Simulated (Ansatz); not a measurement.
# interstitial Ga in GaAs: molecular dynamics, part 2 of 3

Purpose: to see whether the interstitial stays in its void or moves on. The start is relaxed first. Runs: 170 steps of 4.5 fs at constant energy, with velocities drawn for 1200 K; 180 steps of 3 fs at constant energy, with velocities drawn for 840 K. The host cell (F-43m) has 16 atoms; the extra atom is the last.

Ansatz 0.2.0; DFT PBE, plane waves, PAW, scalar-relativistic, no spin polarisation. Earlier steps stand in the parts before.

## 4. More of the same log: dynamics from the start

Output, continued, shortened:

```text
md step    42: t =   189.00 fs  T =   478.9 K  F+E_penalty+E_count = -72897.08514917 eV  E_kin = 0.990543 eV  conserved = -72896.09460658 eV  (4 SCF iters)
[...]
md step    62: t =   279.00 fs  T =   568.6 K  F+E_penalty+E_count = -72897.26874478 eV  E_kin = 1.175927 eV  conserved = -72896.09281754 eV  (4 SCF iters)
[...]
  atom   4  As    -0.70888707     0.14009648     0.40377555
  atom   5  Ga     0.58691995     0.11858287     0.11857260
  atom   6  As     0.25517533     0.35058187    -0.48666199
  atom   7  Ga     0.27642424    -0.30368024    -0.11332660
  atom   8  As     1.21241963     0.06515671     0.30678355
[...]
--- MD trajectory: 170 steps, t = 0.0 → 765.0 fs ---
  final state: T = 486.5 K   F+E_penalty+E_count = -72897.10098667 eV   E_kin = 1.006130 eV
  conserved energy: peak-to-peak 1.395e-2 eV (8.203e-4 eV/atom) over 765.0 fs
```

It took 17 min on 2 threads of Intel Xeon 6975P-C (Granite Rapids), shared host; peak memory 1.4 GiB.

## 5. Frames and traces

The trajectory, every 13 steps (energies from step 0); msd is the mean square displacement from the start, the centre of mass held:

| time (fs) | T (K) | potential energy change (meV/atom) | total energy change (meV/atom) | msd Ga (Å²) | msd As (Å²) |
| --- | --- | --- | --- | --- | --- |
| 0.0 | 1200 | 0.0 | 0.00 | 0.000 | 0.000 |
| 58.5 | 611 | 72.0 | 0.43 | 0.047 | 0.053 |
| 117.0 | 402 | 97.7 | 0.57 | 0.120 | 0.111 |
| 175.5 | 440 | 93.0 | 0.55 | 0.177 | 0.128 |
| 234.0 | 472 | 89.1 | 0.51 | 0.147 | 0.149 |
| 292.5 | 610 | 72.3 | 0.47 | 0.131 | 0.096 |
| 351.0 | 582 | 75.6 | 0.46 | 0.090 | 0.092 |
| 409.5 | 539 | 81.0 | 0.52 | 0.099 | 0.058 |
| 468.0 | 551 | 79.4 | 0.51 | 0.057 | 0.073 |
| 526.5 | 588 | 74.9 | 0.51 | 0.051 | 0.051 |
| 585.0 | 625 | 70.4 | 0.46 | 0.053 | 0.046 |
| 643.5 | 569 | 77.3 | 0.47 | 0.090 | 0.060 |
| 702.0 | 681 | 63.5 | 0.36 | 0.148 | 0.072 |
| 760.5 | 456 | 91.0 | 0.44 | 0.162 | 0.122 |
| 765.0 | 486 | 87.2 | 0.42 | 0.159 | 0.125 |

time (fs), T (K) and a bar:
```
      0.0       1200 ##############################
     31.5        451 ####
     67.5        711 #############
     99.0        609 #########
    135.0        403 ##
    166.5        440 ###
    198.0        478 #####
    234.0        472 #####
    265.5        568 ########
    301.5        634 ##########
    333.0        604 #########
    364.5        554 #######
    400.5        550 #######
    432.0        624 ##########
    463.5        552 #######
    499.5        529 #######
    531.0        620 ##########
    567.0        651 ###########
    598.5        636 ##########
    630.0        692 ############
    666.0        440 ###
    697.5        685 ############
    733.5        343 
    765.0        486 #####
```

Pair distribution over the second half of the run:

| r (Å) | g Ga–Ga | g Ga–As |
| --- | --- | --- |
| 0.68 | 0.00 | 0.00 |
| 0.84 | 0.00 | 0.00 |
| 1.00 | 0.00 | 0.00 |
| 1.16 | 0.00 | 0.00 |
| 1.32 | 0.00 | 0.00 |
| 1.48 | 0.00 | 0.00 |
| 1.64 | 0.00 | 0.00 |
| 1.80 | 0.00 | 0.00 |
| 1.96 | 0.00 | 0.00 |
| 2.12 | 0.00 | 0.00 |
| 2.28 | 0.00 | 1.46 |
| 2.44 | 0.00 | 7.25 |
| 2.60 | 0.40 | 4.75 |
| 2.76 | 0.74 | 1.24 |
| 2.92 | 0.95 | 0.24 |
| 3.08 | 0.79 | 0.02 |
| 3.24 | 0.43 | 0.00 |

First peaks of g(r) (not always the tallest), and, where a minimum follows, the mean number of second-named atoms round a first-named one up to the next minimum:

| pair | peak (Å) | height | minimum (Å) | neighbours |
| --- | --- | --- | --- | --- |
| Ga–As | 2.52 | 7.3 | - | - |

Maxima of the velocity power spectrum (cm⁻¹, relative height; resolution about 87 cm⁻¹): 220 (100).

## 6. Snapshots as a file

Positions (Å) and forces (eV/Å):

```xyz
17
Lattice="0.000 5.750 5.750 5.750 0.000 5.750 5.750 5.750 0.000" Properties=species:S:1:pos:R:3:forces:R:3 pbc="T T T" time_fs=126.0 T=355 dE=1.7585
Ga    0.189    0.164   -0.139   -0.530   -0.587   -0.382
As    1.570    1.320    1.563    0.565   -0.012    0.072
Ga    3.080    3.055    0.133   -0.258   -0.142    0.087
As    4.261    4.739    1.350    0.654   -0.420    0.806
Ga    3.142   -0.015    3.044    0.412    0.218   -0.849
As    4.335    1.753    4.185    0.362   -0.686    0.393
Ga    5.749    3.077    2.692    0.376    0.093   -1.060
As    7.308    4.432    4.232   -0.442   -0.227   -0.301
Ga   -0.116    2.236    3.113   -0.498    0.592   -0.422
As    1.196    3.951    4.304   -0.454    1.151   -0.108
Ga    2.527    5.549    2.995   -0.020    0.461   -0.766
As    3.955    6.915    4.612   -2.030    1.430   -2.017
Ga    2.855    3.031    5.698   -0.149   -0.896    0.859
As    4.374    4.238    7.174    0.125   -0.034    0.742
Ga    5.620    5.826    5.508    2.328   -1.324    1.933
As    7.115    7.094    7.026    0.045    0.709    0.638
Ga    6.091    2.976    5.806   -0.487   -0.328    0.376
17
Lattice="0.000 5.750 5.750 5.750 0.000 5.750 5.750 5.750 0.000" Properties=species:S:1:pos:R:3:forces:R:3 pbc="T T T" time_fs=256.5 T=565 dE=1.3211
Ga   -0.040   -0.057   -0.017    0.865    0.046   -0.895
As    1.540    1.166    1.544   -0.099    0.210    0.162
Ga    2.950    3.134   -0.004    0.530   -0.770    0.054
As    4.222    4.636    1.474   -0.172   -1.020    0.492
Ga    3.328    0.143    2.916   -0.096   -0.153   -0.479
As    4.593    1.727    4.221   -0.556   -0.669    0.690
Ga    5.857    3.218    2.834    0.207    0.031   -1.258
As    7.463    4.532    4.102   -0.834    0.566    0.725
Ga   -0.200    2.418    3.004    0.478   -0.710    0.420
As    1.277    4.007    4.200   -0.839    0.302    0.768
Ga    2.343    5.547    2.773    0.801    0.996    0.039
As    3.911    6.955    4.417   -0.352    0.246   -0.347
Ga    2.888    2.933    5.649   -0.089   -0.596    0.623
As    4.363    4.024    7.389   -0.467    0.979   -0.835
Ga    5.529    5.791    5.771    0.812   -0.200    0.285
As    7.065    7.260    7.148   -0.230    0.257   -0.507
Ga    6.137    2.919    5.869    0.041    0.485    0.065
17
Lattice="0.000 5.750 5.750 5.750 0.000 5.750 5.750 5.750 0.000" Properties=species:S:1:pos:R:3:forces:R:3 pbc="T T T" time_fs=382.5 T=544 dE=1.3654
Ga   -0.192   -0.279    0.223    1.625    0.212   -1.310
As    1.455    1.259    1.391   -0.562   -0.837    1.077
Ga    2.859    2.594    0.012    1.058    0.935   -1.034
As    4.136    4.178    1.466   -0.671   -0.779    0.889
Ga    3.117    0.189    2.829    0.296   -0.207    0.147
As    4.592    1.347    4.457   -0.600    0.716   -0.706
Ga    6.034    3.192    2.836   -1.042    0.733    0.711
As    7.208    4.841    4.297    0.133   -0.842    0.363
Ga    0.047    2.769    2.919    0.135    0.208    0.153
As    1.487    4.292    4.213   -0.775   -0.246    0.939
Ga    2.643    5.801    2.685    1.124   -0.746    0.741
As    4.281    7.049    4.162   -0.719    0.339    0.015
Ga    2.773    2.684    5.643    0.350    0.308   -0.248
As    4.256    4.181    7.191   -0.482    0.037    0.342
Ga    5.484    5.912    5.928    0.216    0.025   -0.221
As    7.041    7.302    7.269    0.034   -0.162   -1.298
Ga    6.007    3.031    5.776   -0.122    0.305   -0.560
17
Lattice="0.000 5.750 5.750 5.750 0.000 5.750 5.750 5.750 0.000" Properties=species:S:1:pos:R:3:forces:R:3 pbc="T T T" time_fs=508.5 T=520 dE=1.4159
Ga   -0.215   -0.146    0.170    1.191    0.220   -0.892
As    1.318    1.385    1.567    0.791   -0.534   -0.782
Ga    2.907    2.781   -0.310    0.171   -0.761    0.838
As    4.215    4.049    1.296   -0.044   -0.057    1.765
Ga    2.754   -0.055    2.854    0.309    0.111    0.227
As    4.306    1.290    4.262    0.067    0.078    0.100
Ga    5.865    2.775    2.870   -0.837    1.393    0.643
As    7.311    4.533    4.596   -1.218    0.027   -1.076
Ga    0.149    3.120    2.845   -0.297    0.575    0.455
As    1.607    4.357    4.382   -0.773    0.465    0.298
Ga    2.948    5.767    2.858    0.485   -0.845   -0.264
As    4.452    7.323    4.034   -0.106   -0.673    0.590
Ga    2.834    2.704    5.729    0.034    0.195   -0.686
As    4.101    4.356    7.082    0.469    0.327    0.742
Ga    5.599    5.979    5.864    0.149    0.319   -0.188
As    7.284    7.223    7.304   -0.193   -0.883   -0.667
Ga    5.781    2.895    5.889   -0.199    0.043   -1.102
17
Lattice="0.000 5.750 5.750 5.750 0.000 5.750 5.750 5.750 0.000" Properties=species:S:1:pos:R:3:forces:R:3 pbc="T T T" time_fs=639.0 T=618 dE=1.2102
Ga    0.088    0.034    0.087    0.319    0.533   -0.731
As    1.453    1.574    1.574    0.369    0.097   -0.652
Ga    3.091    2.977   -0.003   -1.158   -0.629   -0.022
As    4.537    4.256    1.333   -0.460    0.199    1.562
Ga    2.633   -0.150    2.870   -0.452    0.003   -0.193
As    4.101    1.307    4.105   -0.138   -0.496    1.031
Ga    5.605    2.424    2.656   -0.076    1.368    0.174
As    7.172    4.043    4.266   -0.827    0.325    0.264
Ga   -0.012    3.070    2.946    0.102    0.086   -0.166
As    1.523    4.394    4.339   -0.800    0.298    0.096
Ga    3.073    5.647    3.034    0.465    0.116   -1.134
As    4.354    7.319    4.243    0.540   -0.565    0.587
Ga    2.664    2.959    5.825    0.752   -0.005    0.189
As    4.379    4.635    7.262   -0.338   -0.403    0.017
Ga    5.859    5.854    5.689    0.683    0.335   -0.266
As    7.398    7.186    7.343    0.229   -1.424   -0.839
Ga    5.274    2.795    5.725    0.789    0.163    0.084
17
Lattice="0.000 5.750 5.750 5.750 0.000 5.750 5.750 5.750 0.000" Properties=species:S:1:pos:R:3:forces:R:3 pbc="T T T" time_fs=765.0 T=486 dE=1.4828
Ga    0.148    0.075   -0.192   -0.391   -0.013    0.439
As    1.474    1.509    1.389   -0.439    0.692    0.396
Ga    3.056    3.106    0.155   -0.539   -0.223   -0.518
As    4.641    4.434    1.459   -0.709    0.140    0.404
Ga    2.501   -0.102    2.852    0.587    0.119    0.119
As    3.950    1.252    4.465    0.255    0.351   -0.487
Ga    5.367    2.325    2.569    0.276   -0.304   -0.113
As    6.943    3.932    3.947    1.212    0.065    0.307
Ga   -0.196    2.937    3.132    0.512   -0.158   -0.594
As    1.553    4.423    4.221   -0.550   -0.693   -0.190
Ga    3.102    5.824    3.088    0.256    0.091   -1.640
As    4.392    7.102    4.646    0.011    0.886   -0.230
Ga    2.721    3.247    5.963    0.507   -0.297    0.218
As    4.401    4.608    7.322   -0.006   -0.331   -0.081
Ga    6.129    5.668    5.515    0.036    0.164    0.448
As    7.429    7.094    7.055   -0.394   -0.172    1.003
Ga    5.590    2.914    5.702   -0.625   -0.316    0.519
```

On run 1: The temperature starts at 1200 K and averages 570 K in the second half, where it ranges from 320 to 711 K; a mean near half the start is what vibrations about a minimum give, since they share energy equally between motion and strain. The total energy strays from its start by at most 0.82 meV/atom, 1.2 % of the mean kinetic energy, which is good for a step of 4.5 fs. The farthest move is 0.79 Å against a mean nearest distance of 2.5 Å: a large displacement, and the run is too short to tell whether atoms leave their places. The interstitial Ga17 strays up to 0.51 Å from where this run began and ends 0.18 Å from it (the host's drift taken out), so it has kept its site.

## 7. Run 2

180 steps of 3 fs at constant energy, with velocities drawn for 840 K, starting from the last frame of an earlier run, with new velocities.

Input file input.yaml:

```yaml
accuracy: low
crystal:
  lattice:
    - [0.0, 5.750182, 5.750182]
    - [5.750182, 0.0, 5.750182]
    - [5.750182, 5.750182, 0.0]
  atoms:
    - { symbol: Ga, position: [-0.02308687, -0.01032701, 0.0360839] }
    - { symbol: As, position: [0.12384026, 0.11769099, 0.13865191] }
    - { symbol: Ga, position: [0.01781354, 0.00915243, 0.52235333] }
    - { symbol: As, position: [0.1089504, 0.14485516, 0.66220953] }
    - { symbol: Ga, position: [0.02161873, 0.47437493, -0.03940698] }
    - { symbol: As, position: [0.15370793, 0.62288009, 0.06402532] }
    - { symbol: Ga, position: [-0.04106613, 0.48786285, 0.44548859] }
    - { symbol: As, position: [0.0814019, 0.60505913, 0.6024288] }
    - { symbol: Ga, position: [0.54474302, -5.865e-05, -0.03396693] }
    - { symbol: As, position: [0.61659133, 0.11750549, 0.15263196] }
    - { symbol: Ga, position: [0.50519464, 0.03192713, 0.50755939] }
    - { symbol: As, position: [0.63956768, 0.16841657, 0.59544484] }
    - { symbol: Ga, position: [0.56417763, 0.47284307, 0.00041899] }
    - { symbol: As, position: [0.65473303, 0.61868627, 0.14662412] }
    - { symbol: Ga, position: [0.43950934, 0.51961505, 0.54626939] }
    - { symbol: As, position: [0.5843712, 0.64262267, 0.64930622] }
    - { symbol: Ga, position: [0.26315526, 0.72841929, 0.24369037] }
basis:
  ecutwfc: 420.0
kpoints:
  mp_grid: { grid: [2, 2, 2] }
hamiltonian:
  xc: pbe
scf:
  occupations: { method: fermi_dirac, width: 0.002 }
  lower_state_search: "off"
  max_iter: 86
md:
  timestep: 3
  n_steps: 180
  ensemble: nve
  temperature: 840.0
  initial_velocities: maxwell_boltzmann
  seed: 700190
```

Run with:

```sh
ansatz run input.yaml --threads 2 --pin off --max-ram 5120MiB --backend cpu --events-out ev --progress --plain --runs-dir out
```

Log, shortened:

```text
Warning: md: disabling space-group detection — thermal motion breaks the input geometry's symmetry, so no spatial operation reduces the k-mesh or symmetrises the density; time reversal is kept, so that k and −k are solved as one point where they differ and the mesh holds both, and exact [...]
Warning: RAYON_NUM_THREADS=2 ignored (pool sized by the plan → 2); use --threads N
[...]
[... 3 set-up lines as earlier in the session ...]
[...]
md step     8: t =    24.00 fs  T =   770.8 K  F+E_penalty+E_count = -72896.77769202 eV  E_kin = 1.594120 eV  conserved = -72895.18357154 eV  (6 SCF iters)
[...]
md step    12: t =    36.00 fs  T =   632.8 K  F+E_penalty+E_count = -72896.49128205 eV  E_kin = 1.308647 eV  conserved = -72895.18263541 eV  (4 SCF iters)
[...]
md step    14: t =    42.00 fs  T =   586.0 K  F+E_penalty+E_count = -72896.39429567 eV  E_kin = 1.211872 eV  conserved = -72895.18242356 eV  (3 SCF iters)
md step    15: t =    45.00 fs  T =   572.5 K  F+E_penalty+E_count = -72896.36648440 eV  E_kin = 1.184031 eV  conserved = -72895.18245294 eV  (3 SCF iters)
```

## 8. The output, continued: dynamics from the last frame of the run before

Output, continued, shortened:

```text
md step    16: t =    48.00 fs  T =   565.9 K  F+E_penalty+E_count = -72896.35274369 eV  E_kin = 1.170285 eV  conserved = -72895.18245823 eV  (11 SCF iters)
[...]
md step    31: t =    93.00 fs  T =   654.7 K  F+E_penalty+E_count = -72896.53816541 eV  E_kin = 1.353961 eV  conserved = -72895.18420442 eV  (9 SCF iters)
[...]
  atom   4  As     0.01563048    -0.62961445     0.57518788
  atom   5  Ga    -0.19806937     0.04061044     0.12733531
  atom   6  As    -0.25677686     0.59439190    -0.78352459
  atom   7  Ga    -0.48408665     0.59868816     0.76872990
  atom   8  As     0.14703079    -0.12943030    -0.09871993
[...]
--- MD trajectory: 180 steps, t = 0.0 → 540.0 fs ---
  final state: T = 682.8 K   F+E_penalty+E_count = -72896.59601186 eV   E_kin = 1.412200 eV
  conserved energy: peak-to-peak 3.197e-3 eV (1.880e-4 eV/atom) over 540.0 fs
```

Wall time 28 min (2 threads of Intel Xeon 6975P-C (Granite Rapids), shared host); peak memory 1.4 GiB.

(Continued in part 3 of 3.)
